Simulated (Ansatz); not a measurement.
A (001) slab of Al₃Ru₂ (I4/mmm (No. 139)), 10 planes, outer planes Al (top) and Al (bottom), with 10 atoms (Al6Ru4) in a surface cell of A = 9.446 Å², as cut from the bulk:

```
CELL_PARAMETERS angstrom
3.07336 0.00000 0.00000
0.00000 3.07336 0.00000
0.00000 0.00000 27.64816
ATOMIC_POSITIONS crystal
Al 0.50000 0.50000 0.27127
Ru 0.00000 0.00000 0.31667
Al 0.50000 0.50000 0.37113
Ru 0.00000 0.00000 0.42560
Al 0.50000 0.50000 0.47100
Al 0.00000 0.00000 0.52900
Ru 0.50000 0.50000 0.57440
Al 0.00000 0.00000 0.62887
Ru 0.50000 0.50000 0.68333
Al 0.00000 0.00000 0.72873
```

Theory: DFT PBEsol, scalar-relativistic, plane waves, PAW (Ansatz 0.2.0). Cutoff 420 eV; k points 11×11×1 on the computed 10-atom cell (Γ-centred); Gaussian smearing, width 0.10 eV; no spin polarisation.

Against the same 10 atoms in the bulk, the slab as cut lies 1.724 eV higher and the relaxed slab 1.671 eV higher.

Problem. Work out the surface energy before and after relaxation.

Solution. The slab has two faces, so γ = (E_slab − N·E_bulk)/(2A), the mean of both. As cut: 1.724/(2 × 9.446) = 0.0913 eV/Å², and 1 eV/Å² = 16.02 J/m², so γ = 1.46 J/m². Relaxed: 1.671/(2 × 9.446) = 0.0885 eV/Å² = 1.42 J/m². Relaxation recovers 3 % of the cost of cutting.

Problem. What is the ideal work of this cut, per area?

Solution. Griffith's ideal work is 2γ: 2.92 J/m² if the new faces stay rigid, 2.83 J/m² if they relax. Other cuts parallel to this plane can cost less. One thickness was run, 10 planes, so γ can still shift with it.